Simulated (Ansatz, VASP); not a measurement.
# Two plane-wave programs on Mo

File INCAR:

```
PREC     = Accurate       # precision mode
ENCUT    = 520            # plane-wave cutoff, eV
EDIFF    = 1E-7           # SCF threshold, eV
ISMEAR   = 0              # smearing method
SIGMA    = 0.15           # smearing width, eV
LREAL    = F              # projectors in reciprocal space
LASPH    = T              # aspherical terms in the spheres
NELM     = 80             # most SCF steps
ALGO     = Fast           # electronic algorithm
ISIF     = 2              # what is computed and relaxed
LWAVE    = F              # write WAVECAR
LCHARG   = T              # write CHGCAR
GGA      = PS             # functional
LELF     = T              # ELF
LVHAR    = T            
NBANDS   = 13             # bands
```

KPOINTS

```
Automatic mesh
0
Gamma
  18 18 18
```

The input POSCAR:

```
Mo
1.0
    2.6671226373      0.0000000000      0.0000000000
   -1.3335613186      2.3097959589      0.0000000000
    0.0000000000      0.0000000000      2.5551807000
Mo
1
Direct
    0.0000000000      0.0000000000      0.5000000000
```

Input for Ansatz:

```yaml
crystal:
  lattice:
    - [2.6671226373, 0.0, 0.0]
    - [-1.3335613186, 2.3097959589, 0.0]
    - [0.0, 0.0, 2.5551807]
  atoms:
    - { symbol: Mo, position: [0.0, 0.0, 0.5] }
basis:
  ecutwfc: 420
kpoints:
  mp_grid: { grid: [18, 18, 18] }
hamiltonian:
  xc: pbesol
scf:
  occupations: { method: gaussian, width: 0.15 }
output:
  forces: true
  stress: true
  eigenvalues: true
```

Change from the starting cell: strain -0.0250 x Voigt [1, 1, 0, 0, 0, 0], atoms carried along.

Alike in both runs: task single point; functional PBEsol; k mesh 18 × 18 × 18; occupations gaussian, width 0.15 eV; no spin polarisation.

|  | VASP | Ansatz |
| --- | --- | --- |
| version | VASP 6.6.1 | Ansatz 0.2.0 |
| potentials or method | VASP PAW PBE potentials, release 64 (Mo_sv) | scalar-relativistic, plane waves, PAW |
| plane-wave cutoff (eV) | 520 | 420 |
| valence electrons in the cell | 14 | 14 |

Ansatz gave:

| Property | Result |
| --- | --- |
| gap on the k mesh at the Fermi level (eV) | none |
| pressure (GPa) | 8.6 |
| largest component of the traceless stress (GPa) | 11.87 |

Q: Which values does VASP return?

A: gap on the k mesh at the Fermi level (eV): none; pressure (GPa): 9.2; largest component of the traceless stress (GPa): 11.83.

A gap of «none» marks a metal or a gap that the smearing closes.

Caveats: the PAW data sets were made with another functional, which shifts forces and pressure a little (VASP).
